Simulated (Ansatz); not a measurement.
CuI (rocksalt) was relaxed with 5 functionals in the PAW code Ansatz, cell and atoms free, the symmetry of the start kept (meshes: PBE 8×8×8, r2SCAN 8×8×8, PBEsol 8×8×8, LDA 8×8×8, HSE06 6×6×6). These are computed values for a spin-unpolarised cell that may be hypothetical; none is a measurement.

The PBE result:
```cif
data_structure
_symmetry_space_group_name_H-M 'Fm-3m'
_symmetry_Int_Tables_number 225
_cell_length_a 5.7403
_cell_length_b 5.7403
_cell_length_c 5.7403
_cell_angle_alpha 90.000
_cell_angle_beta 90.000
_cell_angle_gamma 90.000
_cell_volume 189.15
loop_
_atom_site_label
_atom_site_type_symbol
_atom_site_symmetry_multiplicity
_atom_site_Wyckoff_symbol
_atom_site_fract_x
_atom_site_fract_y
_atom_site_fract_z
_atom_site_occupancy
Cu1 Cu 4 a 0.00000 0.00000 0.00000 1
I1 I 4 b 0.50000 0.00000 0.00000 1
```

The symmetry is Fm-3m (No. 225, cubic); conventional cell a = 5.740 Å, 23.64 Å³ an atom. Cu has 6 I at 2.87 Å; I has 6 Cu at 2.87 Å.

**Question.** Order the functionals by the relaxed volume, smallest first.
A. LDA
B. r2SCAN
C. PBE
D. HSE06
E. PBEsol

**Answer.** A (21.07 Å³/atom), E (21.87 Å³/atom), B (23.30 Å³/atom), C (23.64 Å³/atom), D (23.98 Å³/atom).

**Question.** How does the cell change with r2SCAN?

**Answer.** a = 5.712 Å; the volume differs by -1.5 % from PBE's. Cu has 6 I at 2.86 Å; I has 6 Cu at 2.86 Å.

**Question.** How does the cell change with PBEsol?

**Answer.** a = 5.593 Å; the volume differs by -7.5 % from PBE's. Cu is surrounded by 6 I at 2.80 Å; I is surrounded by 6 Cu at 2.80 Å.

**Question.** Held at the r2SCAN cell, what mean stress do LDA and PBE find, and does its sign point to their own minimum?

**Answer.** Yes. LDA -5.16 GPa, and its relaxed volume is -9.5 % from r2SCAN's; PBE +0.68 GPa, and its relaxed volume is +1.5 % from r2SCAN's. Compression counts positive, so a positive stress asks for a larger cell.

The cell is metallic with PBE, r2SCAN, PBEsol, LDA, and these meshes limit the relaxed cells of a metal. A gap that a hybrid shows on its coarser mesh alone may close between the points.

No spin-orbit coupling is included; it can move band edges with weight on the heavy atoms by tenths of an eV.

The meshes of the hybrids are coarse, so their gaps aren't converged to the digits shown.
